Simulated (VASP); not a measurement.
# Ca (I4/mmm) in VASP: notebook

The runs below take Ca through single point, with PBE.

Everything below comes from runs of VASP 6.6.1. Logs are shortened: lines on timing, memory, paths and dates and some standing lists are left out, and cuts for length are marked.

### 1 The crystal as given

Symmetry: I4/mmm, No. 139, tetragonal system. Conventional cell: a = 4.535 Å, b = 4.535 Å, c = 4.155 Å, α = 90.00°, β = 90.00°, γ = 90.00°. Ca (site symmetry 4/mmm) has 10 Ca at 3.82 to 4.15 Å as nearest neighbours.

This isn't the form of Ca at room conditions, which is fcc.

### 2 Single point, PBE

File INCAR:

```
SYSTEM = Ca
ALGO     = Fast           ! electronic algorithm
EDIFF    = 1E-6           ! SCF threshold, eV
ENCUT    = 520            ! plane-wave cutoff, eV
GGA      = PE             ! functional
ISIF     = 2              ! what is computed and relaxed
ISMEAR   = 0              ! smearing method
LASPH    = .True.         ! aspherical terms in the spheres
LCHARG   = .False.        ! write CHGCAR
LREAL    = .False.        ! projectors in reciprocal space
LWAVE    = .False.        ! write WAVECAR
NBANDS   = 11             ! bands
NELM     = 100            ! most SCF steps
PREC     = Accurate       ! precision mode
SIGMA    = 0.15           ! smearing width, eV
```

File KPOINTS:

```
k-points
0
Gamma
  18 18 18
  0 0 0
```

File POSCAR:

```
Ca
1.0
   -2.2673557871      2.2673557871      2.0773687408
    2.2673557871     -2.2673557871      2.0773687408
    2.2673557871      2.2673557871     -2.0773687408
Ca
1
Direct
    0.5000000000      0.5000000000      0.0000000000
```

Potentials or basis: VASP PAW PBE potentials, release 64 (Ca_sv).

Command:

```
cat potpaw_PBE.64/Ca_sv/POTCAR > POTCAR
mpirun -np 1 vasp_std > vasp.out
```

OUTCAR:

```text
SYSTEM = Ca
   EDIFF = 1E-6
   ENCUT = 520
   GGA = PE
   ISIF = 2
   ISMEAR = 0
   LASPH = .True.
   LREAL = .False.
   NELM = 100
   PREC = Accurate

 ion  position               nearest neighbor table
   1  0.500  0.500  0.000-

  LATTYP: Found a body centered tetragonal cell.
 ALAT       =     4.5347115742
 C/A-ratio  =     0.9162076603

  Lattice vectors:

 A1 = (  -2.2673557871,   2.2673557871,   2.0773687408)
 A2 = (   2.2673557871,  -2.2673557871,   2.0773687408)
 A3 = (   2.2673557871,   2.2673557871,  -2.0773687408)

Analysis of symmetry for initial positions (statically):
=====================================================================
 Subroutine PRICEL returns:
 Original cell was already a primitive cell.

 Routine SETGRP: Setting up the symmetry group for a
 body centered tetragonal supercell.

 Subroutine GETGRP returns: Found 16 space group operations
 (whereof 16 operations were pure point group operations)
 out of a pool of 16 trial point group operations.

The static configuration has the point symmetry D_4h.

Analysis of symmetry for dynamics (positions and initial velocities):
=====================================================================
 Subroutine PRICEL returns:
 Original cell was already a primitive cell.

 Routine SETGRP: Setting up the symmetry group for a
 body centered tetragonal supercell.

 Subroutine GETGRP returns: Found 16 space group operations
 (whereof 16 operations were pure point group operations)
 out of a pool of 16 trial point group operations.

The dynamic configuration has the point symmetry D_4h.

 Subroutine INISYM returns: Found 16 space group operations
 (whereof 16 operations are pure point group operations),
 and found     1 'primitive' translations

----------------------------------------------------------------------------------------

                                     Primitive cell

  volume of cell :      42.7182

  direct lattice vectors                    reciprocal lattice vectors
    -2.267355787  2.267355787  2.077368741     0.000000000  0.220521192  0.240689094
     2.267355787 -2.267355787  2.077368741     0.220521192  0.000000000  0.240689094
     2.267355787  2.267355787 -2.077368741     0.220521192  0.220521192  0.000000000

  length of vectors
     3.820636781  3.820636781  3.820636781     0.326436573  0.326436573  0.311864060

  position of ions in fractional coordinates (direct lattice)
     0.500000000  0.500000000  0.000000000

  ion indices of the primitive-cell ions
   primitive index   ion index
                 1           1

[... 81 lines left out ...]
   PSTRESS=    0.0 pullay stress
   NELECT =      10.0000    total number of electrons
   NUPDOWN=      -1.0000    fix difference up-down
   EMIN   =  10.00;   EMAX   =-10.00  energy-range for DOS
   EFERMI =   0.00;   METHOD = LEGACY
   ISMEAR =     0;   SIGMA  =   0.15  broadening in eV -4-tet -1-fermi 0-gaus
   EFERMI_NEDOS =   21; number of points for ismear=-14 and -15
   IALGO  =     68    algorithm
   IMIX   =      4    mixing-type and parameters
     AMIX     =   0.40;   BMIX     =  1.00
     AMIX_MAG =   1.60;   BMIX_MAG =  1.00
  volume/ion in A,a.u.               =      42.72       288.28
  Fermi-wavevector in a.u.,A,eV,Ry     =   1.008952  1.906643 13.850516  1.017984
  Thomas-Fermi vector in A             =   2.141851
   LORBIT       =      0    0 simple, 1 ext, 2 COOP (PROOUT), +10 PAW based schemes
   GGA     = PE    functional components
   LHFCALC =     F    Hartree Fock is set to
   AEXX    =    0.0000 exact exchange contribution
   IVDW    =     0    specifies the selected vdW correction
   LEPSILON=     F    determine dielectric tensor
   LRPA    =     F    only Hartree local field effects (RPA)
 non-spin polarized calculation
 RMM-DIIS sequential band-by-band and
 Gauss-broadening in eV      SIGMA  =   0.15
  energy-cutoff  :      520.00
  volume of cell :       42.72
 maximum number of plane-waves:      1184
   NGX = 15   NGY = 15   NGZ = 15

 number of electron      10.0000002 magnetization

 Free energy of the ion-electron system (eV)
  ---------------------------------------------------
  ext. energy  EPLUGINS =         0.00000000
  ---------------------------------------------------
  free energy    TOTEN  =        -1.92103573 eV

  energy without entropy =       -1.90506800  energy(sigma->0) =       -1.91305187

 E-fermi :   1.9605     XC(G=0):  -7.6968

 val. band max:        1.9580885762   @ k =  -0.2778  -0.4444   0.2222
 cond. band min:       1.9633230934   @ k =  -0.3889   0.5000   0.3889
 fundamental gap:      0.0052345172
 Fermi energy:         1.9604661841

 k-point     1 :       0.0000    0.0000    0.0000
  band No.  band energies     occupation
      1     -40.1306      2.00000
      2     -21.0562      2.00000
      3     -21.0435      2.00000
      4     -21.0435      2.00000
      5      -2.0873      2.00000
      6       3.9828      0.00000
      7       4.3961      0.00000
      8       4.3961      0.00000
      9       4.9902      0.00000
     10       5.5046      0.00000
     11      11.7560      0.00000
[... 309 lines left out ...]
 k-point    24 :      -0.2222    0.0556   -0.0000
  band No.  band energies     occupation
      1     -40.1257      2.00000
      2     -21.0962      2.00000
      3     -21.0599      2.00000
      4     -21.0506      2.00000
      5      -1.3834      2.00000
      6       3.7291      0.00000
      7       3.9309      0.00000
      8       4.7493      0.00000
      9       5.0018      0.00000
     10       5.3819      0.00000
     11      10.9023      0.00000

 [... further k-points ...]

------------------------ aborting loop because EDIFF is reached ----------------------------------------

  FORCE on cell =-STRESS in cart. coord.  units (eV):
  Direction    XX          YY          ZZ          XY          YZ          ZX
  --------------------------------------------------------------------------------------
  -------------------------------------------------------------------------------------
  Total       -0.0809874     -0.0809874     -0.0210237      0.0000000     -0.0000000      0.0000000
  in kB       -3.0374904     -3.0374904     -0.7885100      0.0000000     -0.0000000      0.0000000
  external PRESSURE =      -2.2878302 kB  Pullay stress =       0.0000000 kB

 VOLUME and BASIS-vectors are now :
 -----------------------------------------------------------------------------
  energy-cutoff  :      520.00
  volume of cell :       42.72
      direct lattice vectors                 reciprocal lattice vectors
    -2.267355787  2.267355787  2.077368741     0.000000000  0.220521192  0.240689094
     2.267355787 -2.267355787  2.077368741     0.220521192  0.000000000  0.240689094
     2.267355787  2.267355787 -2.077368741     0.220521192  0.220521192  0.000000000

 POSITION                                       TOTAL-FORCE (eV/Angst)
 -----------------------------------------------------------------------------------
      0.00000      0.00000      2.07737         0.000000      0.000000      0.000000
 -----------------------------------------------------------------------------------
    total drift:                                0.000000     -0.000000      0.000000

  FREE ENERGIE OF THE ION-ELECTRON SYSTEM (eV)
  ---------------------------------------------------
  free  energy   TOTEN  =        -1.9210357315 eV

  energy  without entropy=       -1.9050680030  energy(sigma->0) =       -1.91305187
```

OSZICAR:

```text
N       E                     dE             d eps       ncg     rms          rms(c)
DAV:   1     0.706674955400E+02    0.70667E+02   -0.53265E+03 10560   0.809E+02
DAV:   2     0.143983102652E+01   -0.69228E+02   -0.68558E+02 11517   0.220E+02
DAV:   3    -0.177173123484E+01   -0.32116E+01   -0.31788E+01 18725   0.396E+01
DAV:   4    -0.192820363058E+01   -0.15647E+00   -0.15603E+00 13510   0.506E+00
DAV:   5    -0.192969815762E+01   -0.14945E-02   -0.14944E-02 14837   0.595E-01    0.221E+00
RMM:   6    -0.192257671895E+01    0.71214E-02   -0.94080E-03 11226   0.107E+00    0.137E+00
RMM:   7    -0.192123968005E+01    0.13370E-02   -0.21589E-02 12451   0.182E+00    0.110E-01
RMM:   8    -0.192089088576E+01    0.34879E-03   -0.48350E-03 12552   0.844E-01    0.260E-02
RMM:   9    -0.192099922454E+01   -0.10834E-03   -0.12269E-03 15931   0.400E-01    0.229E-02
RMM:  10    -0.192102879103E+01   -0.29566E-04   -0.21785E-04 16329   0.147E-01    0.601E-03
RMM:  11    -0.192103504397E+01   -0.62529E-05   -0.52373E-05 16816   0.626E-02    0.978E-03
RMM:  12    -0.192103649076E+01   -0.14468E-05   -0.49093E-06 13898   0.242E-02    0.740E-03
RMM:  13    -0.192103544089E+01    0.10499E-05   -0.34935E-06 11086   0.123E-02    0.242E-03
RMM:  14    -0.192103573150E+01   -0.29061E-06   -0.95433E-07  9293   0.561E-03
   1 F= -.19210357E+01 E0= -.19130519E+01  d E =-.159677E-01
```

Run time: 3.4 min. Hardware: 1 thread of Intel Xeon Platinum 8259CL at 2.50GHz (Skylake/Cascade Lake), shared host; peak memory 0.33 GiB.

Results:

| Property | Result |
| --- | --- |
| Free energy | -1.9210 eV |
| Pressure | -0.2 GPa |
| Band gap on the k mesh | none (metal or under the smearing width) |

### 3 Single point, PBE

File INCAR:

```
PREC     = Accurate       # precision mode
ENCUT    = 520            # plane-wave cutoff, eV
EDIFF    = 1E-6           # SCF threshold, eV
ISMEAR   = 0              # smearing method
SIGMA    = 0.15           # smearing width, eV
LREAL    = False          # projectors in reciprocal space
LASPH    = True           # aspherical terms in the spheres
NELM     = 100            # most SCF steps
ALGO     = Fast           # electronic algorithm
ISIF     = 2              # what is computed and relaxed
LWAVE    = False          # write WAVECAR
LCHARG   = False          # write CHGCAR
GGA      = PE             # functional
NBANDS   = 11             # bands
```

File KPOINTS:

```
Automatic mesh
0
Gamma
  18 18 18
```

File POSCAR:

```
Ca
1.0
   -2.3279624683      2.3279624683      1.9706114015
    2.3279624683     -2.3279624683      1.9706114015
    2.3279624683      2.3279624683     -1.9706114015
Ca
1
Direct
    0.5000000000      0.5000000000      0.0000000000
```

Potentials or basis: VASP PAW PBE potentials, release 64 (Ca_sv).

Command:

```
cat potpaw_PBE.64/Ca_sv/POTCAR > POTCAR
mpirun -np 1 vasp_std > vasp.out
```

OUTCAR:

```text
PREC = Accurate
   ENCUT = 520
   EDIFF = 1E-6
   ISMEAR = 0
   LREAL = False
   LASPH = True
   NELM = 100
   ISIF = 2
   GGA = PE

 ion  position               nearest neighbor table
   1  0.500  0.500  0.000-

  LATTYP: Found a body centered tetragonal cell.
 ALAT       =     4.6559249366
 C/A-ratio  =     0.8464962079

  Lattice vectors:

 A1 = (  -2.3279624683,   2.3279624683,   1.9706114015)
 A2 = (   2.3279624683,  -2.3279624683,   1.9706114015)
 A3 = (   2.3279624683,   2.3279624683,  -1.9706114015)

Analysis of symmetry for initial positions (statically):
=====================================================================
 Subroutine PRICEL returns:
 Original cell was already a primitive cell.

 Routine SETGRP: Setting up the symmetry group for a
 body centered tetragonal supercell.

 Subroutine GETGRP returns: Found 16 space group operations
 (whereof 16 operations were pure point group operations)
 out of a pool of 16 trial point group operations.

The static configuration has the point symmetry D_4h.

Analysis of symmetry for dynamics (positions and initial velocities):
=====================================================================
[... 170 lines left out ...]
      3     -21.0510      2.00000
      4     -21.0509      2.00000
      5      -2.0881      2.00000
      6       3.7562      0.00000
      7       4.5841      0.00000
      8       4.5841      0.00000
      9       4.6707      0.00000
     10       5.6577      0.00000
     11      11.3500      0.00000
[... 309 lines left out ...]
 k-point    24 :      -0.2222    0.0556   -0.0000
  band No.  band energies     occupation
      1     -40.1343      2.00000
      2     -21.1067      2.00000
      3     -21.0685      2.00000
      4     -21.0591      2.00000
      5      -1.3751      2.00000
      6       3.6042      0.00000
      7       4.0146      0.00000
      8       4.7250      0.00000
      9       4.9495      0.00000
     10       5.4500      0.00000
     11      10.6466      0.00000

 [... further k-points ...]

------------------------ aborting loop because EDIFF is reached ----------------------------------------

  FORCE on cell =-STRESS in cart. coord.  units (eV):
  Direction    XX          YY          ZZ          XY          YZ          ZX
  --------------------------------------------------------------------------------------
  -------------------------------------------------------------------------------------
  Total       -0.1742127     -0.1742127      0.1926540      0.0000000      0.0000000      0.0000000
  in kB       -6.5339755     -6.5339755      7.2256283      0.0000000      0.0000000      0.0000000
  external PRESSURE =      -1.9474409 kB  Pullay stress =       0.0000000 kB

 VOLUME and BASIS-vectors are now :
 -----------------------------------------------------------------------------
  energy-cutoff  :      520.00
  volume of cell :       42.72
      direct lattice vectors                 reciprocal lattice vectors
    -2.327962468  2.327962468  1.970611402     0.000000000  0.214780095  0.253728360
     2.327962468 -2.327962468  1.970611402     0.214780095  0.000000000  0.253728360
     2.327962468  2.327962468 -1.970611402     0.214780095  0.214780095  0.000000000

 POSITION                                       TOTAL-FORCE (eV/Angst)
 -----------------------------------------------------------------------------------
      0.00000      0.00000      1.97061        -0.000000      0.000000      0.000000
 -----------------------------------------------------------------------------------
    total drift:                                0.000000     -0.000000      0.000000

  FREE ENERGIE OF THE ION-ELECTRON SYSTEM (eV)
  ---------------------------------------------------
  free  energy   TOTEN  =        -1.9109796246 eV

  energy  without entropy=       -1.8983471734  energy(sigma->0) =       -1.90466340
```

OSZICAR:

```text
N       E                     dE             d eps       ncg     rms          rms(c)
DAV:   1     0.696663726286E+02    0.69666E+02   -0.52718E+03 10568   0.804E+02
DAV:   2     0.144341912180E+01   -0.68223E+02   -0.67596E+02 11490   0.220E+02
DAV:   3    -0.175398086186E+01   -0.31974E+01   -0.31660E+01 18621   0.395E+01
DAV:   4    -0.191879900754E+01   -0.16482E+00   -0.16432E+00 13365   0.520E+00
DAV:   5    -0.192039901802E+01   -0.16000E-02   -0.15998E-02 14939   0.620E-01    0.220E+00
RMM:   6    -0.191291025331E+01    0.74888E-02   -0.92312E-03 11182   0.106E+00    0.136E+00
RMM:   7    -0.191116448098E+01    0.17458E-02   -0.21122E-02 12305   0.181E+00    0.110E-01
RMM:   8    -0.191083341722E+01    0.33106E-03   -0.48117E-03 12579   0.838E-01    0.268E-02
RMM:   9    -0.191094280764E+01   -0.10939E-03   -0.12450E-03 15844   0.398E-01    0.241E-02
RMM:  10    -0.191097279952E+01   -0.29992E-04   -0.21466E-04 16257   0.144E-01    0.866E-03
RMM:  11    -0.191097877731E+01   -0.59778E-05   -0.53214E-05 16714   0.614E-02    0.112E-02
RMM:  12    -0.191098029627E+01   -0.15190E-05   -0.54219E-06 13629   0.232E-02    0.703E-03
RMM:  13    -0.191097927926E+01    0.10170E-05   -0.38004E-06 11103   0.125E-02    0.249E-03
RMM:  14    -0.191097962456E+01   -0.34530E-06   -0.10710E-06  9487   0.650E-03
   1 F= -.19109796E+01 E0= -.19046634E+01  d E =-.126325E-01
```

stdout:

```text
POSCAR found type information on POSCAR Ca
 POSCAR found :  1 types and       1 ions
 scaLAPACK will be used
 LDA part: xc-table for (Slater+PW92), standard interpolation
 POSCAR, INCAR and KPOINTS ok, starting setup
 FFT: planning ... GRIDC
 FFT: planning ... GRID_SOFT
 FFT: planning ... GRID
 WAVECAR not read
 entering main loop
WARNING in EDDRMM: call to ZHEGV failed, returncode =   8  4      5
WARNING in EDDRMM: call to ZHEGV failed, returncode =   8  4      5
WARNING in EDDRMM: call to ZHEGV failed, returncode =   6  3      7
WARNING in EDDRMM: call to ZHEGV failed, returncode =   8  4      8
WARNING in EDDRMM: call to ZHEGV failed, returncode =   6  3      7
WARNING in EDDRMM: call to ZHEGV failed, returncode =   6  3      6
WARNING in EDDRMM: call to ZHEGV failed, returncode =   8  4      9
WARNING in EDDRMM: call to ZHEGV failed, returncode =   6  3      8
WARNING in EDDRMM: call to ZHEGV failed, returncode =   6  3      8
WARNING in EDDRMM: call to ZHEGV failed, returncode =   6  3      6
```

Wall time 4.2 min (1 thread of Intel Xeon Platinum 8259CL at 2.50GHz (Skylake/Cascade Lake), shared host); peak memory 0.34 GiB.

Results:

| Quantity | Value |
| --- | --- |
| Free energy | -1.9110 eV |
| Pressure | -0.2 GPa |
| Band gap on the k mesh | none (metal or under the smearing width) |

### 4 Single point, PBE

File INCAR:

```
PREC = Accurate ; ENCUT = 520
EDIFF = 1E-6 ; ISMEAR = 0
SIGMA = 0.15 ; LREAL = F
LASPH = T ; NELM = 100
ALGO = Fast ; ISIF = 2
LWAVE = F ; LCHARG = T
GGA = PE ; LELF = T
LVHAR = T ; NBANDS = 11
```

File KPOINTS:

```
regular mesh
0
Gamma
  18 18 18
```

File POSCAR:

```
Ca
1.0
   -2.3754849715      2.3754849715      1.8925543720
    2.3754849715     -2.3754849715      1.8925543720
    2.3754849715      2.3754849715     -1.8925543720
Ca
1
Direct
    0.5000000000      0.5000000000      0.0000000000
```

Command:

```
cat potpaw_PBE.64/Ca_sv/POTCAR > POTCAR
mpirun -np 1 vasp_std > vasp.out
```

Run time: 4.5 min. Hardware: 1 thread of Intel Xeon Platinum 8259CL at 2.50GHz (Skylake/Cascade Lake), shared host; peak memory 0.34 GiB.

Results (log left out):

```yaml
Free_energy: -1.8885 eV
Pressure: -0.1 GPa
Band_gap_on_the_k_mesh: none (metal or under the smearing width)
```

Stress tensor (GPa, compression positive):
```
-1.05  0.00  0.00
 0.00 -1.05  0.00
 0.00  0.00  1.84
```

Levels at points of the mesh, in eV from the Fermi level:
| k point | band 1 | band 2 | band 3 | band 4 | band 5 | band 6 | band 7 | band 8 | band 9 | band 10 |
| --- | --- | --- | --- | --- | --- | --- | --- | --- | --- | --- |
| (0.00, 0.00, 0.00) | -42.07 | -22.99 | -22.98 | -22.98 | -4.00 | 1.67 | 2.48 | 2.84 | 2.84 | 3.82 |
| (0.50, 0.00, 0.00) | -42.05 | -23.14 | -23.02 | -23.00 | -0.65 | 0.38 | 1.02 | 3.20 | 4.19 | 4.23 |
| (0.50, 0.50, 0.00) | -42.06 | -23.11 | -23.02 | -22.97 | -1.23 | -0.43 | 2.35 | 2.42 | 3.27 | 4.26 |
| (0.50, 0.50, 0.50) | -42.05 | -23.08 | -23.08 | -23.04 | -0.10 | 0.18 | 2.77 | 2.77 | 4.11 | 4.11 |
